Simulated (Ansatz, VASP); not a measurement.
## RbBr in VASP and in Ansatz

```
CELL_PARAMETERS angstrom
3.96103 0.00000 0.00000
0.00000 3.96103 0.00000
0.00000 0.00000 4.45616
ATOMIC_POSITIONS crystal
Rb 0.00000 0.00000 0.00000
Br 0.50000 0.50000 0.50000
```

Change from the starting cell: strain -0.040 along x and y, +0.080 along z, atoms carried along.

Alike in both runs: task single point; functional PBE; k mesh 6 × 6 × 6; occupations gaussian, width 0.05 eV; no spin polarisation.

```csv
,VASP,Ansatz
version,VASP 6.6.1,Ansatz 0.2.0
potentials or method,"VASP PAW PBE potentials, release 64 (Rb_sv, Br)","scalar-relativistic, plane waves, PAW"
plane-wave cutoff (eV),520,420
valence electrons in the cell,16,16
```

|  | VASP | Ansatz | Ansatz less VASP |
| --- | --- | --- | --- |
| gap on the k mesh at the Fermi level (eV) | 3.71 | 3.71 | +0.002 |
| least direct gap on the mesh (eV) | 3.87 | 3.87 | +0.001 |
| pressure (GPa) | 0.9 | 0.9 | -0.03 |
| largest component of the traceless stress (GPa) | 2.37 | 2.37 | 0.000 |

A k mesh can miss the band edges.
